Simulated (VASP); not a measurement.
A run of VASP 6.6.1 is set up as follows.

Contents of INCAR:

```
  PREC = Accurate
  ENCUT = 520
  EDIFF = 1E-6
  ISMEAR = 0
  SIGMA = 0.05
  LREAL = F
  LASPH = T
  NELM = 100
  ALGO = Normal
  ISIF = 2
  LWAVE = F
  LCHARG = F
  ISPIN = 2
  MAGMOM = 0 0 0
  LORBIT = 11
  LMAXMIX = 4
  LDAU = T
  LDAUTYPE = 2
  LDAUL = 2 -1
  LDAUU = 2 0
  LDAUJ = 0 0
  LDAUPRINT = 1
  GGA = PE
  NBANDS = 24
```

The input KPOINTS:

```
regular mesh
0
Gamma
  6 6 4
```

POSCAR

```
MoS2
1.0
    3.1479925200     -1.9297820300      0.0000000000
    3.1479925200      1.9297820300      0.0000000000
   -0.0030992400      0.0000000000      4.4393295900
Mo S
1 2
Direct
    0.0000000000      0.0000000000      0.0000000000
    0.6879000000      0.6879000000      0.2889000000
    0.3121000000      0.3121000000      0.7111000000
```

Potentials or basis: VASP PAW PBE potentials, release 64 (Mo_sv, S).

The run is started by

```bash
$ cat potpaw_PBE.64/Mo_sv/POTCAR potpaw_PBE.64/S/POTCAR > POTCAR
$ mpirun -np 1 vasp_std > vasp.out
```

Problem. What does it give for the largest force?

Solution. 1.128 eV/Å.

Problem. Predict the band gap on the k mesh.

Solution. None (metal or under the smearing width).

Problem. Predict the net moment.

Solution. 0.00 μB per cell.

Problem. Estimate the pressure.

Solution. -2.4 GPa.

Stress tensor (GPa, compression positive):
```
 -9.11   0.00  -6.60
  0.00 -14.12   0.00
 -6.60   0.00  16.13
```

Caveat: forces of over 1 eV/Å show positions far from the minimum, so gaps and moduli don't describe the material at rest.
